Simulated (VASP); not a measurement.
ZnS:

```
Zn S
1.0
     0.00000    2.70200    2.70200
     2.70200    0.00000    2.70200
     2.70200    2.70200    0.00000
Zn S
1 1
Direct
  0.75000 0.75000 0.75000
  0.00000 0.00000 0.00000
```

Base run:

* Program: VASP 6.6.1
* Functional: HSE06
* Potentials or basis: VASP PAW PBE potentials, release 64 (Zn, S)
* Cutoff: 520 eV
* k mesh: 6 × 6 × 6
* Occupations: gaussian, width 0.02 eV
* Spin: no spin polarisation

Its results: band gap on the k mesh 3.34 eV, direct; pressure 0.9 GPa.

Question: The run is repeated on the same cell with these changes: functional from HSE06 to HSE03. What comes out?

Answer: Band gap on the k mesh 3.12 eV, direct; pressure 1.1 GPa.

Caveats: the PAW data sets were made with another functional, which shifts forces and pressure a little.
